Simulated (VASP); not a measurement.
Input of a VASP 6.6.1 run:

Contents of INCAR:

```
SYSTEM = Al2Au
PREC = Accurate
ENCUT = 520
EDIFF = 1E-6
ISMEAR = 1
SIGMA = 0.1
LREAL = .FALSE.
LASPH = .TRUE.
NELM = 80
ALGO = Normal
ISIF = 2
LWAVE = .FALSE.
LCHARG = .FALSE.
LMAXMIX = 4
GGA = PE
NBANDS = 16
KPAR = 4
```

File KPOINTS:

```
regular mesh
0
G
  12 12 12
  0 0 0
```

Contents of POSCAR:

```
Al2Au                                   
1.0
    0.0000000000      3.0000000000      3.0000000000
    3.0000000000      0.0000000000      3.0000000000
    3.0000000000      3.0000000000      0.0000000000
  Al              Au            
     2     1
Direct
     0.2500000000000000    0.2500000000000000    0.2500000000000000
     0.7500000000000000    0.7500000000000000    0.7500000000000000
     0.0000000000000000    0.0000000000000000    0.0000000000000000
```

File KPOINTS_OPT:

```
explicit points
252
Reciprocal
 0.0000000000  0.0000000000  0.0000000000 1
 0.0357142857  0.0000000000  0.0357142857 1
 0.0714285714  0.0000000000  0.0714285714 1
 0.1071428571  0.0000000000  0.1071428571 1
 0.1428571429  0.0000000000  0.1428571429 1
 0.1785714286  0.0000000000  0.1785714286 1
[... 244 lines left out ...]
 0.4881833500  0.0118166500  0.5000000000 1
 0.5118166500 -0.0118166500  0.5000000000 1
```

Potentials or basis: VASP PAW PBE potentials, release 64 (Al, Au).

The run is started by

```bash
$ cat potpaw_PBE.64/Al/POTCAR potpaw_PBE.64/Au/POTCAR > POTCAR
$ mpirun -np 4 vasp_std > vasp.out
```

Question: Estimate the band gap along the path.

Answer: None (metal or under the smearing width).

Question: What does it give for the pressure?

Answer: 3.2 GPa.

Levels at the corners of the path, in eV from the Fermi level:
| point | band 5 | band 6 | band 7 | band 8 | band 9 | band 10 | band 11 | band 12 | band 13 | band 14 |
| --- | --- | --- | --- | --- | --- | --- | --- | --- | --- | --- |
| Γ | -5.65 | -5.65 | 2.24 | 2.95 | 2.95 | 2.95 | 3.91 | 3.91 | 3.91 | 5.74 |
| X | -5.79 | -5.34 | -5.02 | -2.12 | -2.12 | 1.26 | 2.09 | 7.64 | 9.81 | 9.81 |
| X | -5.79 | -5.34 | -5.02 | -2.12 | -2.12 | 1.26 | 2.09 | 7.64 | 9.81 | 9.81 |
| W | -5.79 | -5.20 | -4.03 | -4.03 | -2.19 | 4.13 | 4.13 | 5.21 | 5.31 | 9.25 |
| W | -5.79 | -5.20 | -4.03 | -4.03 | -2.19 | 4.13 | 4.13 | 5.21 | 5.31 | 9.25 |
| K | -5.58 | -5.55 | -4.62 | -3.40 | -1.37 | 1.84 | 4.37 | 6.02 | 7.73 | 8.20 |
| K | -5.58 | -5.55 | -4.62 | -3.40 | -1.37 | 1.84 | 4.37 | 6.02 | 7.73 | 8.20 |
| Γ | -5.65 | -5.65 | 2.24 | 2.95 | 2.95 | 2.95 | 3.91 | 3.91 | 3.91 | 5.74 |
| Γ | -5.65 | -5.65 | 2.24 | 2.95 | 2.95 | 2.95 | 3.91 | 3.91 | 3.91 | 5.74 |
| L | -5.53 | -5.53 | -5.45 | 0.36 | 0.36 | 3.29 | 3.60 | 3.81 | 3.81 | 8.84 |
| L | -5.53 | -5.53 | -5.45 | 0.36 | 0.36 | 3.29 | 3.60 | 3.81 | 3.81 | 8.84 |
| U | -5.58 | -5.55 | -4.62 | -3.40 | -1.37 | 1.84 | 4.37 | 6.02 | 7.73 | 8.20 |
| U | -5.58 | -5.55 | -4.62 | -3.40 | -1.37 | 1.84 | 4.37 | 6.02 | 7.73 | 8.20 |
| W | -5.79 | -5.20 | -4.03 | -4.03 | -2.19 | 4.13 | 4.13 | 5.21 | 5.31 | 9.25 |
| W | -5.79 | -5.20 | -4.03 | -4.03 | -2.19 | 4.13 | 4.13 | 5.21 | 5.31 | 9.25 |
| L | -5.53 | -5.53 | -5.45 | 0.36 | 0.36 | 3.29 | 3.60 | 3.81 | 3.81 | 8.84 |
| L | -5.53 | -5.53 | -5.45 | 0.36 | 0.36 | 3.29 | 3.60 | 3.81 | 3.81 | 8.84 |
| K | -5.58 | -5.55 | -4.62 | -3.40 | -1.37 | 1.84 | 4.37 | 6.02 | 7.73 | 8.20 |
| U | -5.58 | -5.55 | -4.62 | -3.40 | -1.37 | 1.84 | 4.37 | 6.02 | 7.73 | 8.20 |
| X | -5.79 | -5.34 | -5.02 | -2.12 | -2.12 | 1.26 | 2.09 | 7.64 | 9.81 | 9.81 |

Caveat: spin-orbit coupling is left out, which moves the levels of the heavy elements.
